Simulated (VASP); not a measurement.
# Au in VASP: settings compared

The runs below take Au through work function, with RPBE, revPBE, BLYP, PW91, PBE.

All numbers are computed with VASP 6.6.1; they aren't measurements. Logs are shortened: lines on timing, memory, paths and dates and some standing lists are left out, and cuts for length are marked.

### Step 1. The structure

The cell holds a sheet with vacuum, 1 atom: a = 2.662 Å, b = 2.662 Å, c = 23.800 Å, α = 90.00°, β = 90.00°, γ = 90.00°.

The cell was built by a generator and needn't be a form met in nature.

### Step 2. Work function, RPBE

File INCAR:

```
SYSTEM = Au
PREC = Accurate ; ENCUT = 520
EDIFF = 1E-6 ; ISMEAR = -1
SIGMA = 0.05 ; LREAL = .FALSE.
LASPH = .TRUE. ; NELM = 60
ALGO = Normal ; ISIF = 2
LWAVE = .FALSE. ; LCHARG = .TRUE.
LDIPOL = .TRUE. ; IDIPOL = 3
DIPOL = 0.5 0.5 0.294 ; GGA = RP
LELF = .TRUE. ; LVHAR = .TRUE.
LVACPOTAV = .TRUE.
```

File KPOINTS:

```
regular mesh
0
G
  10 10 1
  0 0 0
```

File POSCAR:

```
Au
1.0
    2.6622700000      0.0000000000      0.0000000000
    0.0000000000      2.6617000000      0.0000000000
    0.0000000000      0.0000000000     23.8000000000
Au
1
Direct
    0.0000000000      0.5000000000      0.2941200000
```

Potentials or basis: VASP PAW PBE potentials, release 64 (Au).

Started as:

```sh
> cat potpaw_PBE.64/Au/POTCAR > POTCAR
> mpirun -np 1 vasp_std > vasp.out
```

OUTCAR:

```text
SYSTEM = Au
   PREC = Accurate
   ENCUT = 520
   EDIFF = 1E-6
   ISMEAR = -1
   LREAL = .FALSE.
   LASPH = .TRUE.
   NELM = 60
   ISIF = 2
   GGA = RP

 ion  position               nearest neighbor table
   1  0.000  0.500  0.294-

  LATTYP: Found a simple orthorhombic cell.
 ALAT       =     2.6617000000
 B/A-ratio  =     1.0002141489
 C/A-ratio  =     8.9416538303

  Lattice vectors:

 A1 = (   0.0000000000,  -2.6617000000,   0.0000000000)
 A2 = (   2.6622700000,   0.0000000000,   0.0000000000)
 A3 = (   0.0000000000,   0.0000000000,  23.8000000000)

Analysis of symmetry for initial positions (statically):
=====================================================================
 Subroutine PRICEL returns:
 Original cell was already a primitive cell.

 Routine SETGRP: Setting up the symmetry group for a
 simple orthorhombic supercell.

 Subroutine GETGRP returns: Found  8 space group operations
 (whereof  4 operations were pure point group operations)
 out of a pool of  8 trial point group operations.

The static configuration has the point symmetry C_2v.
 The point group associated with its full space group is D_2h.

Analysis of symmetry for dynamics (positions and initial velocities):
=====================================================================
 Subroutine PRICEL returns:
 Original cell was already a primitive cell.

 Routine SETGRP: Setting up the symmetry group for a
 simple orthorhombic supercell.

 Subroutine GETGRP returns: Found  8 space group operations
 (whereof  4 operations were pure point group operations)
 out of a pool of  8 trial point group operations.

The dynamic configuration has the point symmetry C_2v.
 The point group associated with its full space group is D_2h.

 Subroutine INISYM returns: Found  8 space group operations
 (whereof  4 operations are pure point group operations),
 and found     1 'primitive' translations

----------------------------------------------------------------------------------------

                                     Primitive cell

  volume of cell :     168.6507

  direct lattice vectors                    reciprocal lattice vectors
     2.662270000  0.000000000  0.000000000     0.375619302  0.000000000  0.000000000
     0.000000000  2.661700000  0.000000000     0.000000000  0.375699741  0.000000000
     0.000000000  0.000000000 23.800000000     0.000000000  0.000000000  0.042016807

  length of vectors
     2.662270000  2.661700000 23.800000000     0.375619302  0.375699741  0.042016807

  position of ions in fractional coordinates (direct lattice)
     0.000000000  0.500000000  0.294120000

  ion indices of the primitive-cell ions
   primitive index   ion index
                 1           1

----------------------------------------------------------------------------------------

 KPOINTS: regular mesh

Automatic generation of k-mesh.
 Grid dimensions read from file:
 generate k-points for:   10   10    1

 Generating k-lattice:

  Cartesian coordinates                     Fractional coordinates (reciprocal lattice)
     0.037561930  0.000000000  0.000000000     0.100000000  0.000000000  0.000000000
     0.000000000  0.037569974  0.000000000     0.000000000  0.100000000  0.000000000
     0.000000000  0.000000000  0.042016807     0.000000000  0.000000000  1.000000000

  Length of vectors
     0.037561930  0.037569974  0.042016807

  Shift w.r.t. Gamma in fractional coordinates (k-lattice)
     0.000000000  0.000000000  0.000000000

 Subroutine IBZKPT returns following result:
 ===========================================

 Found     36 irreducible k-points:

 Following reciprocal coordinates:
            Coordinates               Weight
  0.000000  0.000000  0.000000      1.000000
  0.100000  0.000000  0.000000      2.000000
  0.200000  0.000000  0.000000      2.000000
  0.300000  0.000000  0.000000      2.000000
  0.400000  0.000000  0.000000      2.000000
  0.500000  0.000000  0.000000      1.000000
[... 16 lines left out ...]
  0.400000  0.300000  0.000000      4.000000
  0.500000  0.300000  0.000000      2.000000
 [... further k-points ...]
   k-points           NKPTS =     36   k-points in BZ     NKDIM =     36   number of bands    NBANDS=      9
   number of dos      NEDOS =    301   number of ions     NIONS =      1
   total plane-waves  NPLWV =  72000
   dimension x,y,z NGX =    20 NGY =   20 NGZ =  180
   dimension x,y,z NGXF=    40 NGYF=   40 NGZF=  360
   ions per type =               1
   NGX,Y,Z   is equivalent  to a cutoff of  12.49, 12.49, 12.57 a.u.
   NGXF,Y,Z  is equivalent  to a cutoff of  24.98, 24.98, 25.15 a.u.
 SYSTEM =  Au
   PREC   = accura    normal or accurate (medium, high low for compatibility)
   ISTART =      0    job   : 0-new  1-cont  2-samecut
   ICHARG =      2    charge: 1-file 2-atom 10-const
   ISPIN  =      1    spin polarized calculation?
   LNONCOLLINEAR =      F non collinear calculations
   LSORBIT =      F    spin-orbit coupling
   LASPH  =      T    aspherical Exc in radial PAW
   ENCUT  =  520.0 eV  38.22 Ry    6.18 a.u.   4.95  4.95 44.25*2*pi/ulx,y,z
   NELM   =     60;   NELMIN=  2; NELMDL= -5     # of ELM steps
   EDIFF  = 0.1E-05   stopping-criterion for ELM
   LREAL  =      F    real-space projection
   EDIFFG = 0.1E-04   stopping-criterion for IOM
   NSW    =      0    number of steps for IOM
   IBRION =     -1    ionic relax: 0-MD 1-quasi-New 2-CG
   NFREE  =      0    steps in history (QN), initial steepest desc. (CG)
   ISIF   =      2    stress and relaxation
   ISYM   =      2    0-nonsym 1-usesym 2-fastsym
   POTIM  = 0.5000    time-step for ionic-motion
   TEBEG  =    0.0;   TEEND  =   0.0 temperature during run
   PSTRESS=    0.0 pullay stress
   NELECT =      11.0000    total number of electrons
   NUPDOWN=      -1.0000    fix difference up-down
   EMIN   =  10.00;   EMAX   =-10.00  energy-range for DOS
   EFERMI =   0.00;   METHOD = LEGACY
   ISMEAR =    -1;   SIGMA  =   0.05  broadening in eV -4-tet -1-fermi 0-gaus
   EFERMI_NEDOS =   21; number of points for ismear=-14 and -15
   IALGO  =     38    algorithm
   IMIX   =      4    mixing-type and parameters
     AMIX     =   0.40;   BMIX     =  1.00
     AMIX_MAG =   1.60;   BMIX_MAG =  1.00
  volume/ion in A,a.u.               =     168.65      1138.11
  Fermi-wavevector in a.u.,A,eV,Ry     =   0.658986  1.245303  5.908505  0.434263
  Thomas-Fermi vector in A             =   1.730980
   LORBIT       =      0    0 simple, 1 ext, 2 COOP (PROOUT), +10 PAW based schemes
   GGA     = RP    functional components
   LHFCALC =     F    Hartree Fock is set to
   AEXX    =    0.0000 exact exchange contribution
   IVDW    =     0    specifies the selected vdW correction
   LEPSILON=     F    determine dielectric tensor
   LRPA    =     F    only Hartree local field effects (RPA)
 non-spin polarized calculation
  energy-cutoff  :      520.00
  volume of cell :      168.65
 maximum number of plane-waves:      4582
 NGX is ok and might be reduce to    20
   NGX =  9   NGY =  9   NGZ = 89

 number of electron      11.0000002 magnetization

 dipolmoment           0.000000      0.000000     -0.000008 electrons x Angstroem

 Free energy of the ion-electron system (eV)
  ---------------------------------------------------
  ext. energy  EPLUGINS =         0.00000000
  ---------------------------------------------------
  free energy    TOTEN  =        -2.21899366 eV

  energy without entropy =       -2.21349942  energy(sigma->0) =       -2.21624654

 E-fermi :  -4.1351     XC(G=0):  -1.9532

 val. band max:       -4.1973810373   @ k =   0.4000   0.5000   0.0000
 cond. band min:      -3.8285898304   @ k =   0.4000   0.1000   0.0000
 fundamental gap:      0.3687912069
 Fermi energy:        -4.1351046411

 k-point     1 :       0.0000    0.0000    0.0000
  band No.  band energies     occupation
      1     -10.5269      2.00000
      2      -9.5646      2.00000
      3      -6.7682      2.00000
      4      -5.4689      2.00000
      5      -5.4675      2.00000
      6      -4.8373      2.00000
      7      -2.2428      0.00000
      8       1.1125      0.00000
      9       1.5283      0.00000

 k-point     2 :       0.1000    0.0000    0.0000
  band No.  band energies     occupation
      1     -10.2589      2.00000
      2      -9.3603      2.00000
      3      -6.6932      2.00000
      4      -5.8480      2.00000
      5      -5.4456      2.00000
      6      -5.0157      2.00000
      7      -1.8160      0.00000
      8       1.3168      0.00000
      9       1.7379      0.00000

 k-point     3 :       0.2000    0.0000    0.0000
  band No.  band energies     occupation
      1      -9.8042      2.00000
      2      -8.4586      2.00000
      3      -6.6065      2.00000
      4      -6.4808      2.00000
      5      -5.4551      2.00000
      6      -5.3879      2.00000
      7      -0.8441      0.00000
      8       1.9296      0.00000
      9       2.3672      0.00000

 k-point     4 :       0.3000    0.0000    0.0000
  band No.  band energies     occupation
      1      -9.4831      2.00000
      2      -7.3253      2.00000
      3      -6.8042      2.00000
      4      -6.0870      2.00000
      5      -5.9525      2.00000
      6      -5.3156      2.00000
      7       0.4014      0.00000
      8       2.9518      0.00000
      9       3.4179      0.00000
[... 205 lines left out ...]
 k-point    22 :       0.3000    0.3000    0.0000
  band No.  band energies     occupation
      1      -8.1127      2.00000
      2      -7.1362      2.00000
      3      -6.7820      2.00000
      4      -6.5668      2.00000
      5      -6.1998      2.00000
      6      -4.2234      1.70801
      7       2.7709      0.00000
      8       4.8033      0.00000
      9       5.3158      0.00000

 k-point    23 :       0.4000    0.3000    0.0000
  band No.  band energies     occupation
      1      -8.5010      2.00000
      2      -7.4528      2.00000
      3      -6.8042      2.00000
      4      -6.2424      2.00000
      5      -5.6433      2.00000
      6      -2.1831      0.00000
      7       3.9089      0.00000
      8       4.2108      0.00000
      9       6.2555      0.00000

 k-point    24 :       0.5000    0.3000    0.0000
  band No.  band energies     occupation
      1      -8.6474      2.00000
      2      -7.6065      2.00000
      3      -6.7666      2.00000
      4      -6.2016      2.00000
      5      -5.4327      2.00000
      6       0.5465      0.00000
      7       0.8617      0.00000
      8       5.3648      0.00000
      9       7.0314      0.00000

 [... further k-points ...]
[... 5 lines left out ...]
  --------------------------------------------------------------------------------------
  -------------------------------------------------------------------------------------
  Total        0.5603648      0.5686668     -0.0148874      0.0000000      0.0000000      0.0000000
  in kB        5.3234507      5.4023203     -0.1414298      0.0000000      0.0000000      0.0000000
  external PRESSURE =       3.5281137 kB  Pullay stress =       0.0000000 kB

 VOLUME and BASIS-vectors are now :
 -----------------------------------------------------------------------------
  energy-cutoff  :      520.00
  volume of cell :      168.65
      direct lattice vectors                 reciprocal lattice vectors
     2.662270000  0.000000000  0.000000000     0.375619302  0.000000000  0.000000000
     0.000000000  2.661700000  0.000000000     0.000000000  0.375699741  0.000000000
     0.000000000  0.000000000 23.800000000     0.000000000  0.000000000  0.042016807

 POSITION                                       TOTAL-FORCE (eV/Angst)
 -----------------------------------------------------------------------------------
      0.00000      1.33085      7.00006         0.000000      0.000000     -0.000000
 -----------------------------------------------------------------------------------
    total drift:                                0.000000      0.000000     -0.000087

  FREE ENERGIE OF THE ION-ELECTRON SYSTEM (eV)
  ---------------------------------------------------
  free  energy   TOTEN  =        -2.2189936578 eV

  energy  without entropy=       -2.2134994225  energy(sigma->0) =       -2.21624654

 vacuum level on the upper side and lower side of the slab         1.431         1.431
```

Run time: 29 s. Hardware: 1 thread of Intel Xeon 6975P-C (Granite Rapids), shared host; peak memory 0.26 GiB.

Results:

* Free energy: -2.2190 eV
* Band gap on the k mesh: none (metal or under the smearing width)
* Work function of the upper face: 5.57 eV
* Work function of the lower face: 5.57 eV

Caveat: the PAW data sets were made with another functional, which shifts forces and pressure a little. Spin-orbit coupling is left out, which matters for the levels of Au.

(Continued in part 2 of 3.)
